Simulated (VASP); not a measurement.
**Al: single point with PBEsol**

Al:

```
Al
1.0
    -1.59122    1.59122    1.59122
     1.59122   -1.59122    1.59122
     1.59122    1.59122   -1.59122
Al
1
Direct
  0.00000 0.00000 0.00000
```

This isn't the form of Al at room conditions, which is fcc.

```json
{
  "Program": "VASP 6.6.1",
  "Task": "single point",
  "Functional": "PBEsol",
  "Potentials or basis": "VASP PAW PBE potentials, release 64 (Al)",
  "Cutoff": "520 eV",
  "k mesh": "20 × 20 × 20",
  "Occupations": "gaussian, width 0.15 eV",
  "Spin": "no spin polarisation",
  "Dipole correction": "no",
  "Further INCAR settings": "ALGO = Fast; EDIFF = 1e-07; NBANDS = 8"
}
```

| Property | Result |
| --- | --- |
| Pressure | 2.3 GPa |
| Band gap on the k mesh | none (metal or under the smearing width) |

Levels at points of the mesh, in eV from the Fermi level:
| k point | band 1 | band 2 | band 3 | band 4 | band 5 | band 6 |
| --- | --- | --- | --- | --- | --- | --- |
| (0.00, 0.00, 0.00) | -11.30 | 13.38 | 13.38 | 13.38 | 15.02 | 15.02 |
| (0.50, 0.00, 0.00) | -4.42 | -3.89 | 8.30 | 8.33 | 10.12 | 11.60 |
| (0.50, 0.50, 0.50) | 1.90 | 1.90 | 1.90 | 2.93 | 2.93 | 5.86 |

Run time: 29 s on 1 thread of Intel(R) Xeon(R) Platinum 8259CL CPU @ 2.50GHz (Skylake/Cascade Lake), with other jobs on the host, peak memory 0.14 GiB.

Caveat: the PAW data sets were made with another functional, which shifts forces and pressure a little.
